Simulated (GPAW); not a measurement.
**SnTe in GPAW: convergence with grid spacing (A)**

The system is SnTe.

```xyz
2
Lattice="0.0000 3.1509 3.1509 3.1509 0.0000 3.1509 3.1509 3.1509 0.0000" Properties=species:S:1:pos:R:3 pbc="T T T"
Te    3.1509    3.1509    3.1509
Sn    0.0000    0.0000    0.0000
```

```yaml
Program: GPAW 26.7.0
Task: convergence study
Functional: PBE
Potentials_or_basis: GPAW PAW data sets (gpaw-data 1.2.1)
Basis: fd
Grid_spacing: 0.26 Å
k_mesh: 7 × 7 × 7
Occupations: fermi-dirac, width 0.05 eV
Spin: no spin polarisation
```

These are the settings of the first run; the series varies grid spacing (A), with any setting tied to it.

Hardware: 1 thread of Arm Neoverse N1, with other jobs on the host.

| grid spacing (A) | energy less the tightest run, at zero smearing (meV/atom) | SCF cycles | CPU time (s) | peak memory (GiB) |
| --- | --- | --- | --- | --- |
| 0.26 | -497.30 | 9 | 12 | 0.14 |
| 0.23 | -95.49 | 9 | 23 | 0.17 |
| 0.2 | -24.85 | 9 | 38 | 0.23 |
| 0.18 | -24.85 | 9 | 38 | 0.23 |
| 0.16 | -7.41 | 9 | 62 | 0.31 |
| 0.14 | -7.41 | 9 | 65 | 0.31 |
| 0.12 | 0.00 | 10 | 170 | 0.58 |

Not settled before the last step: the energy (to 1 meV/atom). The tightest run that finished is the yardstick and may itself not be fully converged.

 The run has no spin-orbit coupling, so splittings on Te are missing.
